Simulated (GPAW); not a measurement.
# CdSe (P6_3mc): G0W0 with GPAW, start to end

How does a plane-wave GW calculation on CdSe (P6_3mc) run from the first input to the gap?

Method: LDA and many-body steps on it, plane waves, in GPAW 26.7.0.

The database entry behind the starting cell differs from later determinations by our own check (inner coordinate of an old entry), so it need not match the best structure at ambient conditions.

## 1. The starting structure

It takes space group P6_3mc (No. 186, hexagonal). Conventional cell: a = 4.300 Å, b = 4.300 Å, c = 7.020 Å, α = 90.00°, β = 90.00°, γ = 120.00°. Nearest to Cd lie 4 Se at 2.61 to 2.70 Å. Nearest to Se lie 4 Cd at 2.61 to 2.70 Å. Farther neighbours and most contacts between anions are not listed.

As a file:

```cif
data_structure
_symmetry_space_group_name_H-M 'P 1'
_symmetry_Int_Tables_number 1
_cell_length_a 4.3000
_cell_length_b 4.3000
_cell_length_c 7.0200
_cell_angle_alpha 90.000
_cell_angle_beta 90.000
_cell_angle_gamma 120.000
_cell_volume 112.41
loop_
_atom_site_label
_atom_site_type_symbol
_atom_site_fract_x
_atom_site_fract_y
_atom_site_fract_z
_atom_site_occupancy
Cd1 Cd 0.33333 0.66667 0.00000 1
Cd2 Cd 0.66667 0.33333 0.50000 1
Se3 Se 0.33333 0.66667 0.38500 1
Se4 Se 0.66667 0.33333 0.88500 1
```

The cell and positions come from the Crystallography Open Database and are kept as given unless a step says otherwise.

## 2. Ground state

This step: GPAW 26.7.0; DFT, LDA, plane waves, PAW.

The ground-state density comes first.

The input, run.py:

```python
import json
import numpy as np
from gpaw.mpi import world
from ase import Atoms
from gpaw import GPAW, PW, FermiDirac

atoms = Atoms(['Cd', 'Cd', 'Se', 'Se'],
    cell=[[4.3000000000, 0.0000000000, 0.0000000000],
      [-2.1500000000, 3.7239092363, 0.0000000000],
      [0.0000000000, 0.0000000000, 7.0200000000]],
    scaled_positions=[[0.3333333333, 0.6666666667, 0.0000000000],
      [0.6666666667, 0.3333333333, 0.5000000000],
      [0.3333333333, 0.6666666667, 0.3850000000],
      [0.6666666667, 0.3333333333, 0.8850000000]],
    pbc=(True, True, True))
calc = GPAW(mode=PW(450),
    xc='LDA',
    kpts={'size': (6, 6, 4), 'gamma': True},
    occupations=FermiDirac(0.001),
    nbands=-8,
    convergence={'density': 1e-6, 'bands': -3},
    maxiter=100,
    txt='gs.txt')
atoms.calc = calc
res = {'energy': atoms.get_potential_energy()}
kpts = calc.get_ibz_k_points()
res['kpts'] = kpts
res['eigenvalues'] = [calc.get_eigenvalues(kpt=k) for k in range(len(kpts))]
res['n_electrons'] = calc.get_number_of_electrons()
calc.write('gs.gpw')

if world.rank == 0:
    with open('result.json', 'w') as f:
        json.dump(res, f, default=lambda x: x.tolist())
```

Started as:

```
mpirun -n 8 gpaw python run.py
```

Numbers of over 12 decimals in the logs are rounded to 6 here.

The program printed:

```text
__  _  _
 | _ |_)|_||  |
 |__||  | ||/\| - 26.7.0

Input parameters:
  mode=PW(ecut=450.000000),
  convergence={'density': 1e-06, 'bands': -3},
  kpts=MonkhorstPack(size=(6, 6, 4), gamma=True),
  maxiter=100,
  nbands=-8,
  occupations=Occupations(name='fermi-dirac', width=0.001, fixmagmom=False),
  xc=XC(name='LDA')
  [... matrices ...]
Diagonalizing LCAO Hamiltonian
Converting LCAO to pw mode

            Se

        Se  Cd

        Cd

Atoms  # Å, Bohr magnetons
|   | symbol |         x |        y |        z |    initial magnetic moments |
| 0 |     Cd | -0.000000 | 2.482606 | 0.000000 | ( 0.0000,  0.0000,  0.0000) |
| 1 |     Cd |  2.150000 | 1.241303 | 3.510000 | ( 0.0000,  0.0000,  0.0000) |
| 2 |     Se | -0.000000 | 2.482606 | 2.702700 | ( 0.0000,  0.0000,  0.0000) |
| 3 |     Se |  2.150000 | 1.241303 | 6.212700 | ( 0.0000,  0.0000,  0.0000) |

Unit cell  # Å
| periodic |         x |        y |        z |  lengths |     angles |
|      yes |  4.300000 | 0.000000 | 0.000000 | 4.300000 |  90.000000 |
|      yes | -2.150000 | 3.723909 | 0.000000 | 4.300000 |  90.000000 |
|      yes |  0.000000 | 0.000000 | 7.020000 | 7.020000 | 120.000000 |

Number of symmetries: 6
Symmetry operations  # r_c * U_cc + t_c -> r_c
|   | kind |            matrix            |
| 0 |  σ   |  1, 1, 0,  0,-1, 0,  0, 0, 1 |
| 1 |  E   |  1, 0, 0,  0, 1, 0,  0, 0, 1 |
| 2 |  C3  |  0, 1, 0, -1,-1, 0,  0, 0, 1 |
| 3 |  σ   |  0,-1, 0, -1, 0, 0,  0, 0, 1 |
| 4 |  σ   | -1, 0, 0,  1, 1, 0,  0, 0, 1 |
| 5 |  C3  | -1,-1, 0,  1, 0, 0,  0, 0, 1 |

BZ-sampling:
  Number of BZ points: 144
  Number of IBZ points: 24

  Monkhorst-Pack size: [6, 6, 4]
  Monkhorst-Pack shift: [0.083333, 0.083333, 0.125]

K-points  # in reciprocal-cell coordinates
|     |                                coordinates |     weight |
|   0 | (  0.00000000,   0.00000000,   0.00000000) | 0.00694444 |
|   1 | (  0.00000000,   0.00000000,   0.25000000) | 0.01388889 |
|   2 | (  0.00000000,   0.00000000,   0.50000000) | 0.00694444 |
|   3 | (  0.16666667,   0.00000000,  -0.25000000) | 0.04166667 |
|   4 | (  0.16666667,   0.00000000,   0.00000000) | 0.04166667 |
|   5 | (  0.16666667,   0.00000000,   0.25000000) | 0.04166667 |
|   6 | (  0.16666667,   0.00000000,   0.50000000) | 0.04166667 |
|   7 | (  0.33333333,  -0.16666667,   0.00000000) | 0.04166667 |
|   8 | (  0.33333333,  -0.16666667,   0.25000000) | 0.08333333 |
|   9 | (  0.33333333,  -0.16666667,   0.50000000) | 0.04166667 |
| ... |                                            |            |
|  23 | (  0.50000000,   0.50000000,   0.50000000) | 0.02083333 |

Plane wave coefficients: 2472
Cutoff: 450.000000 eV

Spin-components: 1 (collinear spins)
Bands:           26
Projectors:      22
Spin-degeneracy: 2
Datatype:        complex128

  Storage: CPU
  Wave functions: 24_271_104 bytes (3_033_888 per core)
  Projectors: 22_404_096 bytes (2_800_512 per core)
  [... matrices ...]
Parallelization:
  kpt:    8
  domain: 1
  band:   1

Density:
  Valence electrons: 36.0
  Components: 1
  Grid points: [24 24 35]
  Charge: 0.0  # |e|

Potential:
  Grid points: [24 24 35]

species:
  Cd:
    name:    Cadmium
    Z:       48.0
    valence: 12
    core:    36
    charge:  0.0  # [|e|]
    compensation charges:
      type: gauss
      rc: 0.38  # [Å]
      lmax: 2
    cutoffs:
      filter: 2.12  # [Å]
      core: 2.62  # [Å]
    projectors
    | kind |    occ | energy [eV] | rcut [Å] |
    |   5s |  2.000 |      -5.950 |    1.191 |
    |   5p |  0.000 |      -1.328 |    1.228 |
    |   4d | 10.000 |     -11.904 |    1.164 |
    |    s |        |      21.261 |    1.191 |
    |    p |        |      25.883 |    1.228 |
    |    d |        |      15.307 |    1.164 |

    Using partial waves for Cd as LCAO basis

  Se:
    name:    Selenium
    Z:       34.0
    valence: 6
    core:    28
    charge:  0.0  # [|e|]
    compensation charges:
      type: gauss
      rc: 0.27  # [Å]
      lmax: 2
    cutoffs:
      filter: 1.77  # [Å]
      core: 2.67  # [Å]
    projectors
    | kind |    occ | energy [eV] | rcut [Å] |
    |   4s |  2.000 |     -17.472 |    0.847 |
    |   4p |  4.000 |      -6.656 |    1.005 |
    |    s |        |       9.739 |    0.847 |
    |    p |        |      20.555 |    1.005 |
    |    d |        |       0.000 |    0.847 |

    Using partial waves for Se as LCAO basis

Reference energy: -436106.280585  # eV

eigensolver:
  PPCG
  Converge bands: -3
  niter=2

density mixing:
  MSR1-Mixer
  Pratt-step length: 0.05
  Maximum mixing coefficient: 0.75
  Old densities: 10
  SVD Regularization: 0.005
  Good broyden scale: 1.0
  Trust region scale: 1.0
  Backstep threshold: 4.0
  History deletion threshold: 6.0
  Fourier metric: weight=20.0, sigma=0.015

occupation numbers:
  Fermi-Dirac:
    width: 0.0010  # eV

poisson solver:
  ecut: 3600.000000  # eV

xc functional:
  name: None

Initialization done in: 2.261 s

convergence criteria:
- Maximum integral of absolute [dens]ity change: 1e-06 electrons / valence electron
- Maximum [total energy] change in last 3 cyles: 0.0005 eV / valence electron
- Maximum integral of absolute [eigenst]ate change: 4e-08 eV^2 / valence electron
maximum number of iterations: 100

SCF iterations
|iter     |     time |      energy | eigst |  dens |
|iter:   1|  |  -14.513777 | +0.49 |       |
|iter:   2|  |  -14.367933 | -1.08 | -1.20 |
|iter:   3|  |  -13.830321 | -1.24 | -1.25 |
|iter:   4|  |  -13.817585 | -3.18 | -1.79 |
|iter:   5|  |  -13.815067c| -3.56 | -2.26 |
|iter:   6|  |  -13.815039c| -5.03 | -2.92 |
|iter:   7|  |  -13.815040c| -6.30 | -3.59 |
|iter:   8|  |  -13.815041c| -7.10 | -4.59 |
|iter:   9|  |  -13.815041c| -7.50c| -5.05 |
|iter:  10|  |  -13.815041c| -7.85c| -5.37 |
|iter:  11|  |  -13.815041c| -8.33c| -6.05c|

Converged in 11 steps
SCF loop duration: 4.691 s (0.426 s/step)
Energy contributions relative to reference atoms: (reference = -436106.280585)
  [... matrices ...]
Energy contributions:
  Kinetic:          31.777834
  Coulomb:         -28.858040
  Zero:              0.109965
  External:          0.000000
  Xc:              -16.844799
  Entropy:          -0.000000
  Spinorbit:         0.000000
  ----------------------------
  Free energy:     -13.815041
  Extrapolated:    -13.815041

dipole moment: (0.000005, 0.000011, -18.458398)  # |e|*Ang

Fermi level: 3.352
Eigenvalues  # (at kpt = [0.000, 0.000, 0.000])
| band index |      eig [eV] | occ [0-2] |
|          0 |        -9.360 |     2.000 |
|        ... |               |           |
|         10 |        -4.143 |     2.000 |
|         11 |        -3.867 |     2.000 |
|         12 |        -1.020 |     2.000 |
|         13 |         2.581 |     2.000 |
|         14 |         2.581 |     2.000 |
|         15 |         3.301 |     2.000 |
|         16 |         3.318 |     2.000 |
|         17 |         3.318 |     2.000 |
|         18 |         3.741 |     0.000 |
|         19 |         5.208 |     0.000 |
|         20 |         9.040 |     0.000 |
|         21 |         9.040 |     0.000 |
|         22 |         9.290 |     0.000 |
|         23 |        10.177 |     0.000 |
|         24 |        10.177 |     0.000 |
|         25 |        10.778 |     0.000 |

Gap: 0.423 eV
Transition (v -> c):
  (s=0, k=0, n=17, [0.00, 0.00, 0.00]) -> (s=0, k=0, n=18, [0.00, 0.00, 0.00])
No difference between direct/indirect transitions
# Writing to gs.gpw (mode='')
  [... matrices ...]
```

Wall time 9 s (8 MPI ranks of Intel Xeon 6975P-C (Granite Rapids), shared host); peak memory 1.5 GiB.

Numbers from this step:

| Property | Result |
| --- | --- |
| total energy | -13.82 eV |
| gap | 0.4228 eV |
| k of the valence top | 0, 0, 0 |
| k of the conduction bottom | 0, 0, 0 |
| least direct gap | 0.4228 eV |

The gap is direct, at Γ.

## 3. Bands along the symmetry lines

The cheap functional maps the bands first; the places of the edges decide which points the dearer methods must see.

The input, run.py:

```python
import json
import numpy as np
from gpaw.mpi import world
from gpaw import GPAW

path = [[0.000000, 0.000000, 0.000000],
    [0.062500, 0.000000, 0.000000],
    [0.125000, 0.000000, 0.000000],
    [0.187500, 0.000000, 0.000000],
    [0.250000, 0.000000, 0.000000],
    [0.312500, 0.000000, 0.000000],
    [0.375000, 0.000000, 0.000000],
    [0.437500, 0.000000, 0.000000],
    [0.500000, 0.000000, 0.000000],
    [0.479167, 0.041667, 0.000000],
    [0.458333, 0.083333, 0.000000],
    [0.437500, 0.125000, 0.000000],
    [0.416667, 0.166667, 0.000000],
    [0.395833, 0.208333, 0.000000],
    [0.375000, 0.250000, 0.000000],
    [0.354167, 0.291667, 0.000000],
    [0.333333, 0.333333, 0.000000],
    [0.291667, 0.291667, 0.000000],
    [0.250000, 0.250000, 0.000000],
    [0.208333, 0.208333, 0.000000],
    [0.166667, 0.166667, 0.000000],
    [0.125000, 0.125000, 0.000000],
    [0.083333, 0.083333, 0.000000],
    [0.041667, 0.041667, 0.000000],
    [0.000000, 0.000000, 0.000000],
    [0.000000, 0.000000, 0.062500],
    [0.000000, 0.000000, 0.125000],
    [0.000000, 0.000000, 0.187500],
    [0.000000, 0.000000, 0.250000],
    [0.000000, 0.000000, 0.312500],
    [0.000000, 0.000000, 0.375000],
    [0.000000, 0.000000, 0.437500],
    [0.000000, 0.000000, 0.500000],
    [0.062500, 0.000000, 0.500000],
    [0.125000, 0.000000, 0.500000],
    [0.187500, 0.000000, 0.500000],
    [0.250000, 0.000000, 0.500000],
    [0.312500, 0.000000, 0.500000],
    [0.375000, 0.000000, 0.500000],
    [0.437500, 0.000000, 0.500000],
    [0.500000, 0.000000, 0.500000],
    [0.479167, 0.041667, 0.500000],
    [0.458333, 0.083333, 0.500000],
    [0.437500, 0.125000, 0.500000],
    [0.416667, 0.166667, 0.500000],
    [0.395833, 0.208333, 0.500000],
    [0.375000, 0.250000, 0.500000],
    [0.354167, 0.291667, 0.500000],
    [0.333333, 0.333333, 0.500000],
    [0.291667, 0.291667, 0.500000],
    [0.250000, 0.250000, 0.500000],
    [0.208333, 0.208333, 0.500000],
    [0.166667, 0.166667, 0.500000],
    [0.125000, 0.125000, 0.500000],
    [0.083333, 0.083333, 0.500000],
    [0.041667, 0.041667, 0.500000],
    [0.000000, 0.000000, 0.500000],
    [0.500000, 0.000000, 0.500000],
    [0.500000, 0.000000, 0.437500],
    [0.500000, 0.000000, 0.375000],
    [0.500000, 0.000000, 0.312500],
    [0.500000, 0.000000, 0.250000],
    [0.500000, 0.000000, 0.187500],
    [0.500000, 0.000000, 0.125000],
    [0.500000, 0.000000, 0.062500],
    [0.500000, 0.000000, 0.000000],
    [0.333333, 0.333333, 0.500000],
    [0.333333, 0.333333, 0.437500],
    [0.333333, 0.333333, 0.375000],
    [0.333333, 0.333333, 0.312500],
    [0.333333, 0.333333, 0.250000],
    [0.333333, 0.333333, 0.187500],
    [0.333333, 0.333333, 0.125000],
    [0.333333, 0.333333, 0.062500],
    [0.333333, 0.333333, 0.000000]]
calc = GPAW('gs.gpw').fixed_density(kpts=path,
    symmetry='off',
    nbands=28,
    convergence={'bands': 24},
    txt='bands.txt')
res = {}
kpts = calc.get_ibz_k_points()
res['kpts'] = kpts
res['eigenvalues'] = [calc.get_eigenvalues(kpt=k) for k in range(len(kpts))]
res['n_electrons'] = calc.get_number_of_electrons()

if world.rank == 0:
    with open('result.json', 'w') as f:
        json.dump(res, f, default=lambda x: x.tolist())
```

Started as:

```
mpirun -n 8 gpaw python run.py
```

The program printed:

```text
Diagonalizing LCAO Hamiltonian
Converting LCAO to pw mode
convergence criteria:
- Maximum integral of absolute [eigenst]ate change: 4e-08 eV^2 / valence electron
maximum number of iterations: 100

SCF iterations
|iter     |     time |      energy | eigst |  dens |
|iter:   1|  |             | +0.56 |       |
|iter:   2|  |             | -0.99 |       |
|iter:   3|  |             | -2.32 |       |
[...]
|iter:   7|  |             | -6.51 |       |
|iter:   8|  |             | -7.38 |       |
|iter:   9|  |             | -7.92c|       |
SCF steps: 9
  __  _  _
 | _ |_)|_||  |
 |__||  | ||/\| - 26.7.0

Input parameters:
  mode=PW(ecut=450.000000),
  convergence={'bands': 24},
  gpts=array([24, 24, 35]),
  kpts=KPoints(kpts=array([[0.      , 0.      , 0.      ],
         [0.0625  , 0.      , 0.      ],
         [0.125   , 0.      , 0.      ],
         [0.1875  , 0.      , 0.      ],
[...]
[0.479167, 0.041667, 0.      ],
         [0.458333, 0.083333, 0.      ],
[...]
[0.416667, 0.166667, 0.      ],
[...]
[0.5     , 0.      , 0.0625  ],
         [0.5     , 0.      , 0.      ],
[...]
[0.333333, 0.333333, 0.125   ],
         [0.333333, 0.333333, 0.0625  ],
         [0.333333, 0.333333, 0.      ]])),
  maxiter=100,
  nbands=28,
  occupations=Occupations(name='fermi-dirac', width=0.001, fixmagmom=False),
  parallel={},
  symmetry=Symmetry(point_group=False, time_reversal=False),
  xc=XC(name='LDA')
```

It took 15 s on 8 MPI ranks; peak memory 1.6 GiB.

This step gave:

| Quantity | Value |
| --- | --- |
| gap | 0.4228 eV |
| k of the valence top | 0, 0, 0 |
| k of the conduction bottom | 0, 0, 0 |
| least direct gap | 0.4228 eV |

The gap is 0.423 eV, as in the run before at this level.

Electronic bands along the path, in eV, zero at the top of the highest filled band:

| point | band 15 | band 16 | band 17 | band 18 | band 19 | band 20 | band 21 | band 22 |
| --- | --- | --- | --- | --- | --- | --- | --- | --- |
| Γ | -0.74 | -0.02 | 0.00 | 0.00 | 0.42 | 1.89 | 5.72 | 5.72 |
| halfway | -2.25 | -1.38 | -0.46 | -0.44 | 2.42 | 3.25 | 5.01 | 5.72 |
| M | -2.63 | -1.90 | -1.28 | -0.86 | 3.03 | 3.12 | 4.64 | 5.96 |
| halfway | -2.72 | -2.19 | -1.45 | -1.35 | 3.76 | 4.09 | 4.49 | 5.93 |
| K | -3.15 | -1.83 | -1.83 | -1.83 | 4.20 | 4.64 | 4.64 | 6.87 |
| halfway | -2.55 | -1.74 | -0.78 | -0.58 | 2.87 | 3.91 | 4.95 | 5.35 |
| Γ | -0.74 | -0.02 | 0.00 | 0.00 | 0.42 | 1.89 | 5.72 | 5.72 |
| halfway | -0.64 | -0.64 | -0.12 | -0.12 | 1.52 | 1.99 | 5.51 | 5.81 |
| A | -0.38 | -0.38 | -0.38 | -0.38 | 2.11 | 2.11 | 5.62 | 5.62 |
| halfway | -1.38 | -1.38 | -0.94 | -0.94 | 3.19 | 3.19 | 4.79 | 4.79 |
| L | -1.42 | -1.42 | -1.33 | -1.33 | 2.78 | 2.78 | 4.63 | 4.63 |
| halfway | -2.08 | -2.08 | -1.15 | -1.15 | 3.31 | 3.31 | 5.08 | 5.08 |
| H | -2.55 | -2.55 | -1.08 | -1.08 | 3.61 | 3.61 | 5.73 | 5.73 |
| halfway | -1.41 | -1.41 | -1.26 | -1.26 | 3.57 | 3.57 | 4.78 | 4.78 |
| A | -0.38 | -0.38 | -0.38 | -0.38 | 2.11 | 2.11 | 5.62 | 5.62 |
| jump to L | -1.42 | -1.42 | -1.33 | -1.33 | 2.78 | 2.78 | 4.63 | 4.63 |
| halfway | -2.15 | -1.77 | -1.09 | -1.03 | 2.62 | 3.17 | 4.99 | 5.03 |
| M | -2.63 | -1.90 | -1.28 | -0.86 | 3.03 | 3.12 | 4.64 | 5.96 |
| jump to H | -2.55 | -2.55 | -1.08 | -1.08 | 3.61 | 3.61 | 5.73 | 5.73 |
| halfway | -2.98 | -2.06 | -1.46 | -1.46 | 4.15 | 4.15 | 4.66 | 6.23 |
| K | -3.15 | -1.83 | -1.83 | -1.83 | 4.20 | 4.64 | 4.64 | 6.87 |

## 4. Empty states on the mesh, 3×3×2 mesh, 265 bands

The sums over transitions need many empty states on a uniform mesh; this step solves for them.

The input, run.py:

```python
import json
import numpy as np
from gpaw.mpi import world
from gpaw import GPAW

calc = GPAW('gs.gpw').fixed_density(kpts={'size': (3, 3, 2), 'gamma': True},
    parallel={'domain': 1, 'band': 1},
    txt='nscf.txt')
calc.diagonalize_full_hamiltonian(nbands=265)
calc.write('full.gpw', mode='all')
res = {}
kpts = calc.get_ibz_k_points()
res['kpts'] = kpts
res['eigenvalues'] = [calc.get_eigenvalues(kpt=k) for k in range(len(kpts))]
res['n_electrons'] = calc.get_number_of_electrons()

if world.rank == 0:
    with open('result.json', 'w') as f:
        json.dump(res, f, default=lambda x: x.tolist())
```

Started as:

```
mpirun -n 6 gpaw python run.py
```

The program printed:

```text
Diagonalizing LCAO Hamiltonian
Converting LCAO to pw mode
convergence criteria:
- Maximum integral of absolute [eigenst]ate change: 4e-08 eV^2 / valence electron
maximum number of iterations: 100

SCF iterations
|iter     |     time |      energy | eigst |  dens |
|iter:   1|  |             | +0.48 |       |
|iter:   2|  |             | -1.13 |       |
|iter:   3|  |             | -2.13 |       |
[...]
|iter:   8|  |             | -6.30 |       |
|iter:   9|  |             | -7.21 |       |
|iter:  10|  |             | -7.82c|       |
SCF steps: 10
  __  _  _
 | _ |_)|_||  |
 |__||  | ||/\| - 26.7.0

Input parameters:
  mode=PW(ecut=450.000000),
  convergence={'density': 1e-06, 'bands': -3},
  gpts=array([24, 24, 35]),
  kpts=MonkhorstPack(size=(3, 3, 2), gamma=True),
  maxiter=100,
  nbands=26,
  occupations=Occupations(name='fermi-dirac', width=0.001, fixmagmom=False),
  parallel={'domain': 1, 'band': 1},
  xc=XC(name='LDA')
Matrix size: 2431x2431
# Writing to full.gpw (mode='all')
  [... matrices ...]

timing:  # [seconds]
  Total: 12.573  # ━━━━━━━━━━━━━━━━━━━━━━━━━━━━━━━━━━━━━━━━━━━━━━━━━━━━━━━━━━
```

It took 18 s on 6 MPI ranks; peak memory 3.3 GiB; 1.8 min of CPU time.

Numbers from this step:

* gap: 0.4228 eV
* k of the valence top: 0, 0, 0
* k of the conduction bottom: 0, 0, 0
* least direct gap: 0.4228 eV
* k points computed: 6
* lowest point of the top converged band, above the valence top: 88.4088 eV

On this mesh the gap is 0.423 eV.

[end of part 1 of 2]

[Paths, hosts, dates, memory and timing lines, banners, echoed tables and standing remarks are left out of the program output.]

[Logs are printed without paths, hosts, clocks, repeated set-up lines and the standing remarks that a program may print on its own settings, such as how far it seeks lower states.]

[Runs of the session that timed out or met a known fault of the program may be left out.]

[Hosts, paths, dates, database ids (printed as entryN), source tags and the programs' standing remarks are cut or masked in the printed files.]
